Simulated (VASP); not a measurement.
# Nb (Fm-3m) in VASP: settings compared

The runs below take Nb through single point, with RPBE, B3LYP+D3(BJ).

All numbers are computed with VASP 6.6.1; they aren't measurements. Logs are shortened: lines on timing, memory, paths and dates and some standing lists are left out, and cuts for length are marked.

### 1 Starting point

Symmetry: Fm-3m, No. 225, cubic system. Conventional cell: a = 4.230 Å, b = 4.230 Å, c = 4.230 Å, α = 90.00°, β = 90.00°, γ = 90.00°. Around Nb (site symmetry m-3m) lie 12 Nb at 2.99 Å.

This isn't the form of Nb at room conditions, which is bcc.

### 2 Single point, RPBE (cell strained at random at fixed volume)

Input file INCAR:

```
PREC = Accurate
ENCUT = 520
EDIFF = 1E-6
ISMEAR = -1
SIGMA = 0.025
LREAL = F
LASPH = T
NELM = 100
ALGO = Fast
ISIF = 2
LWAVE = F
LCHARG = T
GGA = RP
LELF = T
LVHAR = T
NBANDS = 12
```

Input file KPOINTS:

```
Automatic mesh
0
Gamma
  11 11 11
```

Input file POSCAR:

```
Nb
1.0
    0.0344640000      2.1032460000      2.1544330000
    2.1110590000      0.0203530000      2.1685440000
    2.1113850000      2.1176830000      0.0200270000
Nb
1
Direct
    0.0130700000      0.0069910000     -0.0116560000
```

Potentials or basis: VASP PAW PBE potentials, release 64 (Nb_sv).

Launch:

```console
$ cat potpaw_PBE.64/Nb_sv/POTCAR > POTCAR
$ mpirun -np 1 vasp_std > vasp.out
```

OUTCAR:

```text
PREC = Accurate
   ENCUT = 520
   EDIFF = 1E-6
   ISMEAR = -1
   LREAL = F
   LASPH = T
   NELM = 100
   ISIF = 2
   GGA = RP

 ion  position               nearest neighbor table
   1  0.013  0.007  0.988-

  Warning from LATTYP: Got some problem with cell dimensions!
  Tried to take original basis but could not verify dimensions!
  LATTYP: Found a triclinic cell.
 ALAT       =     3.0110484977
 B/A-ratio  =     0.9931666792
 C/A-ratio  =     0.9768156822
 COS(alpha) =     0.0029711075
 COS(beta)  =     0.4831485754
 COS(gamma) =     0.5075176338

  Lattice vectors:

 A1 = (   0.0344640000,   2.1032460000,   2.1544330000)
 A2 = (   2.1113850000,   2.1176830000,   0.0200270000)
 A3 = (  -2.0765950000,   2.0828930000,  -0.0141110000)

Analysis of symmetry for initial positions (statically):
=====================================================================
 Subroutine PRICEL returns:
 Original cell was already a primitive cell.

 Routine SETGRP: Setting up the symmetry group for a
 triclinic supercell.

 Subroutine GETGRP returns: Found  2 space group operations
 (whereof  1 operations were pure point group operations)
 out of a pool of  2 trial point group operations.

The static configuration has the point symmetry C_1 .
 The point group associated with its full space group is S_2 .

Analysis of symmetry for dynamics (positions and initial velocities):
=====================================================================
 Subroutine PRICEL returns:
 Original cell was already a primitive cell.

 Routine SETGRP: Setting up the symmetry group for a
 triclinic supercell.

 Subroutine GETGRP returns: Found  2 space group operations
 (whereof  1 operations were pure point group operations)
 out of a pool of  2 trial point group operations.

The dynamic configuration has the point symmetry C_1 .
 The point group associated with its full space group is S_2 .

 Subroutine INISYM returns: Found  2 space group operations
 (whereof  1 operations are pure point group operations),
 and found     1 'primitive' translations

----------------------------------------------------------------------------------------

                                     Primitive cell

  volume of cell :      18.9217

  direct lattice vectors                    reciprocal lattice vectors
     0.034464000  2.103246000  2.154433000    -0.242677558  0.239742940  0.233994401
     2.111059000  0.020353000  2.168544000     0.238893723 -0.240366256  0.230833882
     2.111385000  2.117683000  0.020027000     0.238727136  0.236415835 -0.234617716

  length of vectors
     3.011048498  3.026477726  2.990473037     0.413669499  0.410037107  0.409790880

  position of ions in fractional coordinates (direct lattice)
     0.013070000  0.006991000  0.988344000

  ion indices of the primitive-cell ions
   primitive index   ion index
                 1           1

----------------------------------------------------------------------------------------

 KPOINTS: Automatic mesh

Automatic generation of k-mesh.
 Grid dimensions read from file:
 generate k-points for:   11   11   11

 Generating k-lattice:

  Cartesian coordinates                     Fractional coordinates (reciprocal lattice)
    -0.022061596  0.021794813  0.021272218     0.090909091  0.000000000 -0.000000000
     0.021717611 -0.021851478  0.020984898    -0.000000000  0.090909091  0.000000000
     0.021702467  0.021492349 -0.021328883     0.000000000  0.000000000  0.090909091

  Length of vectors
     0.037606318  0.037276101  0.037253716

  Shift w.r.t. Gamma in fractional coordinates (k-lattice)
     0.000000000  0.000000000  0.000000000

 Subroutine IBZKPT returns following result:
 ===========================================

 Found    666 irreducible k-points:

 Following reciprocal coordinates:
            Coordinates               Weight
  0.000000  0.000000  0.000000      1.000000
  0.090909 -0.000000  0.000000      2.000000
  0.181818 -0.000000  0.000000      2.000000
  0.272727  0.000000  0.000000      2.000000
  0.363636  0.000000  0.000000      2.000000
  0.454545  0.000000  0.000000      2.000000
[... 16 lines left out ...]
  0.454545  0.181818  0.000000      2.000000
 -0.454545  0.181818  0.000000      2.000000
 [... further k-points ...]
   k-points           NKPTS =    666   k-points in BZ     NKDIM =    666   number of bands    NBANDS=     12
   number of dos      NEDOS =    301   number of ions     NIONS =      1
   total plane-waves  NPLWV =  13824
   dimension x,y,z NGX =    24 NGY =   24 NGZ =   24
   dimension x,y,z NGXF=    48 NGYF=   48 NGZF=   48
   ions per type =               1
   NGX,Y,Z   is equivalent  to a cutoff of  13.25, 13.18, 13.34 a.u.
   NGXF,Y,Z  is equivalent  to a cutoff of  26.50, 26.37, 26.68 a.u.
 SYSTEM =  unknown system
   PREC   = accura    normal or accurate (medium, high low for compatibility)
   ISTART =      0    job   : 0-new  1-cont  2-samecut
   ICHARG =      2    charge: 1-file 2-atom 10-const
   ISPIN  =      1    spin polarized calculation?
   LNONCOLLINEAR =      F non collinear calculations
   LSORBIT =      F    spin-orbit coupling
   LASPH  =      T    aspherical Exc in radial PAW
   ENCUT  =  520.0 eV  38.22 Ry    6.18 a.u.   5.60  5.63  5.56*2*pi/ulx,y,z
   NELM   =    100;   NELMIN=  2; NELMDL= -5     # of ELM steps
   EDIFF  = 0.1E-05   stopping-criterion for ELM
   LREAL  =      F    real-space projection
   EDIFFG = 0.1E-04   stopping-criterion for IOM
   NSW    =      0    number of steps for IOM
   IBRION =     -1    ionic relax: 0-MD 1-quasi-New 2-CG
   NFREE  =      0    steps in history (QN), initial steepest desc. (CG)
   ISIF   =      2    stress and relaxation
   ISYM   =      2    0-nonsym 1-usesym 2-fastsym
   POTIM  = 0.5000    time-step for ionic-motion
   TEBEG  =    0.0;   TEEND  =   0.0 temperature during run
   PSTRESS=    0.0 pullay stress
   NELECT =      13.0000    total number of electrons
   NUPDOWN=      -1.0000    fix difference up-down
   EMIN   =  10.00;   EMAX   =-10.00  energy-range for DOS
   EFERMI =   0.00;   METHOD = LEGACY
   ISMEAR =    -1;   SIGMA  =   0.03  broadening in eV -4-tet -1-fermi 0-gaus
   EFERMI_NEDOS =   21; number of points for ismear=-14 and -15
   IALGO  =     68    algorithm
   IMIX   =      4    mixing-type and parameters
     AMIX     =   0.40;   BMIX     =  1.00
     AMIX_MAG =   1.60;   BMIX_MAG =  1.00
  volume/ion in A,a.u.               =      18.92       127.69
  Fermi-wavevector in a.u.,A,eV,Ry     =   1.444560  2.729823 28.392009  2.086754
  Thomas-Fermi vector in A             =   2.562841
   LORBIT       =      0    0 simple, 1 ext, 2 COOP (PROOUT), +10 PAW based schemes
   GGA     = RP    functional components
   LHFCALC =     F    Hartree Fock is set to
   AEXX    =    0.0000 exact exchange contribution
   IVDW    =     0    specifies the selected vdW correction
   LEPSILON=     F    determine dielectric tensor
   LRPA    =     F    only Hartree local field effects (RPA)
 non-spin polarized calculation
 RMM-DIIS sequential band-by-band and
  energy-cutoff  :      520.00
  volume of cell :       18.92
 maximum number of plane-waves:       532
   NGX = 11   NGY = 11   NGZ = 11

 number of electron      13.0000000 magnetization

 Free energy of the ion-electron system (eV)
  ---------------------------------------------------
  ext. energy  EPLUGINS =         0.00000000
  ---------------------------------------------------
  free energy    TOTEN  =        -9.39813277 eV

  energy without entropy =       -9.39517218  energy(sigma->0) =       -9.39665247

 E-fermi :  10.9592     XC(G=0): -12.1801

 val. band max:       10.9517956681   @ k =   0.3636  -0.2727   0.2727
 cond. band min:      10.9596819025   @ k =   0.0000  -0.0000   0.0909
 fundamental gap:      0.0078862344
 Fermi energy:        10.9591516414

 k-point     1 :       0.0000    0.0000    0.0000
  band No.  band energies     occupation
      1     -43.8808      2.00000
      2     -19.3189      2.00000
      3     -19.2829      2.00000
      4     -19.2529      2.00000
      5       4.7365      2.00000
      6      10.7972      1.99693
      7      11.0577      0.03811
      8      11.3017      0.00000
      9      13.4174      0.00000
     10      13.8243      0.00000
     11      22.7280      0.00000
     12      26.9520      0.00000

 k-point     2 :       0.0909   -0.0000    0.0000
  band No.  band energies     occupation
      1     -43.8654      2.00000
      2     -19.3607      2.00000
      3     -19.3243      2.00000
      4     -19.2968      2.00000
      5       5.0442      2.00000
      6      10.8313      1.98804
      7      11.1604      0.00064
      8      11.2155      0.00007
      9      13.3010      0.00000
     10      13.6717      0.00000
     11      23.3438      0.00000
     12      26.4407      0.00000

 k-point     3 :       0.1818   -0.0000    0.0000
  band No.  band energies     occupation
      1     -43.8237      2.00000
      2     -19.6223      2.00000
      3     -19.3582      2.00000
      4     -19.3360      2.00000
      5       5.8557      2.00000
      6      10.4753      2.00000
      7      11.3017      0.00000
      8      11.5056      0.00000
      9      13.2272      0.00000
     10      13.4672      0.00000
     11      24.1051      0.00000
     12      25.4550      0.00000

 k-point     4 :       0.2727    0.0000    0.0000
  band No.  band energies     occupation
      1     -43.7685      2.00000
      2     -19.9578      2.00000
      3     -19.4016      2.00000
      4     -19.3829      2.00000
      5       6.7555      2.00000
      6      10.3792      2.00000
      7      11.2303      0.00004
      8      11.4822      0.00000
      9      13.7576      0.00000
     10      13.8220      0.00000
     11      22.8530      0.00000
     12      26.2039      0.00000

 k-point     5 :       0.3636    0.0000    0.0000
  band No.  band energies     occupation
      1     -43.7173      2.00000
      2     -20.2559      2.00000
      3     -19.4456      2.00000
      4     -19.4209      2.00000
      5       7.1422      2.00000
      6      10.9258      1.58270
      7      11.1842      0.00025
      8      11.1944      0.00016
      9      14.6261      0.00000
     10      14.7996      0.00000
     11      21.8650      0.00000
     12      24.5993      0.00000
[... 228 lines left out ...]
      1     -43.7729      2.00000
      2     -19.8223      2.00000
      3     -19.4770      2.00000
      4     -19.4298      2.00000
      5       6.8918      2.00000
      6       9.3022      2.00000
      7      11.2489      0.00002
      8      12.3888      0.00000
      9      13.0380      0.00000
     10      14.5247      0.00000
     11      25.4600      0.00000
     12      26.9533      0.00000

 k-point    22 :       0.3636    0.1818    0.0000
  band No.  band energies     occupation
      1     -43.7252      2.00000
      2     -20.0565      2.00000
      3     -19.5227      2.00000
      4     -19.5112      2.00000
      5       7.6116      2.00000
      6       9.3436      2.00000
      7      10.6377      1.99999
      8      12.3482      0.00000
      9      14.3949      0.00000
     10      15.1007      0.00000
     11      23.9313      0.00000
     12      26.1273      0.00000

 k-point    23 :       0.4545    0.1818    0.0000
  band No.  band energies     occupation
      1     -43.6849      2.00000
      2     -20.2434      2.00000
      3     -19.6178      2.00000
      4     -19.5254      2.00000
      5       7.8884      2.00000
      6       9.6590      2.00000
      7      10.6518      1.99999
      8      12.0504      0.00000
      9      15.5744      0.00000
     10      16.1145      0.00000
     11      21.9935      0.00000
     12      24.6862      0.00000

 k-point    24 :      -0.4545    0.1818    0.0000
  band No.  band energies     occupation
      1     -43.6651      2.00000
      2     -20.3292      2.00000
      3     -19.6899      2.00000
      4     -19.5084      2.00000
      5       7.9998      2.00000
      6       9.6604      2.00000
      7      11.1753      0.00035
      8      11.7984      0.00000
      9      15.3683      0.00000
     10      17.5504      0.00000
     11      20.7391      0.00000
     12      24.1886      0.00000

 [... further k-points ...]

------------------------ aborting loop because EDIFF is reached ----------------------------------------

  FORCE on cell =-STRESS in cart. coord.  units (eV):
  Direction    XX          YY          ZZ          XY          YZ          ZX
  --------------------------------------------------------------------------------------
  -------------------------------------------------------------------------------------
  Total       -0.2261586     -0.1321522      0.5196090      0.0394247      0.0557185      0.0979650
  in kB      -19.1497335    -11.1898431     43.9973228      3.3382470      4.7179049      8.2950766
  external PRESSURE =       4.5525821 kB  Pullay stress =       0.0000000 kB

 VOLUME and BASIS-vectors are now :
 -----------------------------------------------------------------------------
  energy-cutoff  :      520.00
  volume of cell :       18.92
      direct lattice vectors                 reciprocal lattice vectors
     0.034464000  2.103246000  2.154433000    -0.242677558  0.239742940  0.233994401
     2.111059000  0.020353000  2.168544000     0.238893723 -0.240366256  0.230833882
     2.111385000  2.117683000  0.020027000     0.238727136  0.236415835 -0.234617716

 POSITION                                       TOTAL-FORCE (eV/Angst)
 -----------------------------------------------------------------------------------
      2.10198      2.12063      0.06311        -0.000000      0.000000      0.000000
 -----------------------------------------------------------------------------------
    total drift:                                0.000005     -0.000001      0.000000

  FREE ENERGIE OF THE ION-ELECTRON SYSTEM (eV)
  ---------------------------------------------------
  free  energy   TOTEN  =        -9.3981327714 eV

  energy  without entropy=       -9.3951721775  energy(sigma->0) =       -9.39665247
```

Run time: 4.3 min. Hardware: 1 thread of Intel Xeon Platinum 8175M at 2.50GHz (Skylake/Cascade Lake), shared host; peak memory 0.26 GiB.

Results:

```yaml
Free_energy: -9.3981 eV
Pressure: 0.5 GPa
Band_gap_on_the_k_mesh: none (metal or under the smearing width)
```

Stress tensor (GPa, compression positive):
```
-1.91  0.33  0.83
 0.33 -1.12  0.47
 0.83  0.47  4.40
```

Caveat: the PAW data sets were made with another functional, which shifts forces and pressure a little.

[end of part 1 of 2]
